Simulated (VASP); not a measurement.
Cs: relaxation of the atoms with PBE+D3(BJ)

Cs, a slab with vacuum:

```xyz
4
Lattice="5.5838 0.0000 0.0000 0.0000 7.8967 0.0000 0.0000 0.0000 23.3757" Properties=species:S:1:pos:R:3 pbc="T T T"
Cs    2.7919    3.9483    7.5000
Cs    0.0000    0.0000   10.2919
Cs    2.7919    3.9483   13.0838
Cs    0.0000    0.0000   15.8757
```

The slab is cut from a database's or a generator's crystal, which needn't be the stable form of the element.

```json
{
 "Program": "VASP 6.6.1",
 "Task": "relaxation of the atoms",
 "Functional": "PBE",
 "Dispersion": "D3(BJ)",
 "Potentials or basis": "VASP PAW PBE potentials, release 64 (Cs_sv)",
 "Cutoff": "520 eV",
 "k mesh": "4 × 3 × 1",
 "Occupations": "fermi-dirac, width 0.05 eV",
 "Spin": "no spin polarisation",
 "Dipole correction": "yes",
 "Atoms held fixed (from 0)": "[0, 1]",
 "Further INCAR settings": "ALGO = Normal; EDIFF = 1e-06; IBRION = 2; EDIFFG = -0.005; NSW = 60"
}
```

The energy gained by relaxing is 1.3 meV/atom, the ionic steps are 12 and the band gap on the k mesh is none (metal or under the smearing width). The dispersion energy per atom is -0.059 eV.

The path:
```csv
step,energy change (eV),largest force (eV/Å),pressure (GPa)
1,0.0000,0.0337,-0.10
2,-0.0001,0.0336,-0.10
3,-0.0002,0.0333,-0.10
4,-0.0005,0.0335,-0.10
5,-0.0011,0.0342,-0.10
6,-0.0022,0.0346,-0.09
7,-0.0036,0.0369,-0.09
8,-0.0037,0.0406,-0.07
9,-0.0041,0.0388,-0.08
10,-0.0046,0.0370,-0.08
11,-0.0051,0.0349,-0.08
12,-0.0053,0.0347,-0.07
```

Final structure:
```
CELL_PARAMETERS angstrom
5.58379 0.00000 0.00000
0.00000 7.89667 0.00000
0.00000 0.00000 23.37568
ATOMIC_POSITIONS crystal
Cs 0.50000 0.50000 0.32085
Cs 0.00000 0.00000 0.44028
Cs 0.50000 0.50000 0.55420
Cs 0.00000 0.00000 0.66584
```

Levels at points of the mesh, in eV from the Fermi level:
| k point | band 15 | band 16 | band 17 | band 18 | band 19 | band 20 | band 21 | band 22 |
| --- | --- | --- | --- | --- | --- | --- | --- | --- |
| (0.00, 0.00, 0.00) | -10.70 | -10.70 | -1.45 | -0.81 | 0.03 | 0.45 | 0.76 | 1.04 |
| (0.50, 0.00, 0.00) | -10.73 | -10.73 | -0.08 | -0.08 | 0.33 | 0.33 | 0.99 | 1.00 |

Wall time 18 min on 1 thread of Intel(R) Xeon(R) Platinum 8488C (Sapphire Rapids), with other jobs on the host, peak memory 0.97 GiB.

The run has no spin-orbit coupling, so splittings on Cs are missing.
